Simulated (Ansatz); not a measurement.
Here is an unrelaxed guess for TaN.

```
Ta N
1.0
    -1.99188    2.04035    2.05310
     1.99188   -2.04035    2.05310
     1.99188    2.04035   -2.05310
Ta N
1 1
Direct
  0.00000 0.00000 0.00000
  0.50000 0.00000 0.50000
```

The calculation used DFT PBE, scalar-relativistic, plane waves, PAW in Ansatz 0.2.0. Plane waves to 420 eV, a k mesh through Γ of 6×6×6 on the computed 2-atom cell and Gaussian smearing (0.10 eV); no spin polarisation.

The zero of energy is the elements' standard structures at the same level (N₂ as a molecule); no fitted shifts are applied.

Q: Estimate its pressure, forces and energy as it stands.

A: The pressure is -23.1 GPa (the mean over three directions, positive in compression), the largest force is 0.00 eV/Å (symmetry fixes the atoms), and the energy is +0.47 eV/atom against the elements. The shortest distance is 2.04 Å.

Q: How much does it gain on relaxing, and where does it end?

A: Relaxing gains about 1.3 eV/atom (the start's value is from the coarse mesh, so the gain is rough) in 18 ionic steps and ends at −0.83 eV/atom on the finer mesh. The symmetry goes from Immm (No. 71) to Fm-3m (No. 225). The end has the rock salt type. The volume per atom shrinks by 35.4 %, from 16.7 to 10.8 Å³. The shortest distance goes from 2.04 Å (Ta–N) to 2.21 Å (Ta–N). Conventional cell: a = 4.417 Å. Ta is surrounded by 6 N at 2.21 Å and 12 Ta at 3.12 Å; N has 6 Ta at 2.21 Å.

The last run used a 24×24×24 mesh for its 2-atom cell and Gaussian smearing of 0.10 eV. Spin–orbit coupling, which can matter for Ta, is left out. The relaxation can't lower the symmetry of the start. A structure relaxed within its symmetry needn't be a true minimum. Another cell of TaN relaxed alike, in P-6m2 (a cell as deposited in COD), lies 0.31 eV/atom lower, so this cell isn't the stable form at this level.
